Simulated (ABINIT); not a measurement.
TaN:

```
CELL_PARAMETERS angstrom
0.00000 2.21132 2.21132
2.21132 0.00000 2.21132
2.21132 2.21132 0.00000
ATOMIC_POSITIONS crystal
Ta 0.50000 0.50000 0.50000
N 0.00000 0.00000 0.00000
```

The cell comes from a database or a generator and needn't be the stable form of this composition.

Base run:

| Quantity | Value |
| --- | --- |
| Program | ABINIT 10.8.3 (patched build) |
| Functional | PBE |
| Potentials or basis | PseudoDojo NC SR PBE v0.4.1 standard |
| Cutoff | 952 eV |
| k mesh | 8 × 8 × 8 |
| Occupations | fermi-dirac, width 0.05 eV |
| Spin | no spin polarisation |

Its results: band gap on the k mesh none (metal or under the smearing width); pressure -1.9 GPa.

Task: The run is repeated on the same cell with these changes: potentials or basis from PseudoDojo NC SR PBE v0.4.1 standard to PseudoDojo NC SR PBE v0.5 stringent; cutoff from 952 eV to 1796 eV; valence electrons from 18 to 32. What comes out?

Result: Band gap on the k mesh none (metal or under the smearing width); pressure -1.5 GPa.

Not every run made on this cell is shown here.
